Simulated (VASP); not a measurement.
Set up this calculation in VASP 6.6.1, as the native input.

```
Task                   : relaxation of cell and atoms
Functional             : LDA
Potentials or basis    : VASP PAW LDA potentials, release 64 (B, N)
Cutoff                 : 600 eV
k mesh                 : 12 × 12 × 4
Occupations            : gaussian, width 0.03 eV
Spin                   : no spin polarisation
Further INCAR settings : ALGO = Normal; EDIFF = 1e-06; IBRION = 2; EDIFFG = -0.01; NSW = 90; ISIF = 3
```

The structure of BN lies in POSCAR:

```
BN
1.0
    2.4982400000      0.0000000000      0.0000000000
   -1.2491200000      2.1635393048      0.0000000000
    0.0000000000      0.0000000000      6.6357000000
B N
2 2
Direct
    0.3333333333      0.6666666667      0.2500000000
    0.6666666667      0.3333333333      0.7500000000
    0.3333333333      0.6666666667      0.7500000000
    0.6666666667      0.3333333333      0.2500000000
```

The input as run:

INCAR

```
PREC     = Accurate       # precision mode
ENCUT    = 600            # plane-wave cutoff, eV
EDIFF    = 1E-6           # SCF threshold, eV
ISMEAR   = 0              # smearing method
SIGMA    = 0.03           # smearing width, eV
LREAL    = F              # projectors in reciprocal space
LASPH    = T              # aspherical terms in the spheres
NELM     = 80             # most SCF steps
ALGO     = Normal         # electronic algorithm
ISIF     = 3              # what is computed and relaxed
LWAVE    = F              # write WAVECAR
LCHARG   = F              # write CHGCAR
IBRION   = 2              # ionic algorithm
NSW      = 90             # ionic steps
EDIFFG   = -0.01          # ionic threshold
KPAR     = 2
```

KPOINTS

```
Automatic mesh
0
Gamma
  12 12 4
```

Potentials or basis: VASP PAW LDA potentials, release 64 (B, N).

Launch:

```sh
$ cat potpaw_LDA.64/B/POTCAR potpaw_LDA.64/N/POTCAR > POTCAR
$ mpirun -np 2 vasp_std > vasp.out
```

It gave:

- Relaxed volume: 8.64 Å³/atom
- Relaxed cell: a = 2.490 Å, b = 2.490 Å, c = 6.437 Å, α = 90.00°, β = 90.00°, γ = 120.00°
- Space group after relaxing (to 0.05 Å): P6_3/mmc (No. 194)
- Energy gained by relaxing: 1.4 meV/atom
- Ionic steps: 9
- Pressure after relaxing: 0.1 GPa
- Band gap on the k mesh: 4.03 eV, indirect (least direct gap 4.43 eV)

It took 31 s on 2 MPI ranks on AMD EPYC 9R45 (Zen 5), with other jobs on the host, peak memory 0.12 GiB a rank.
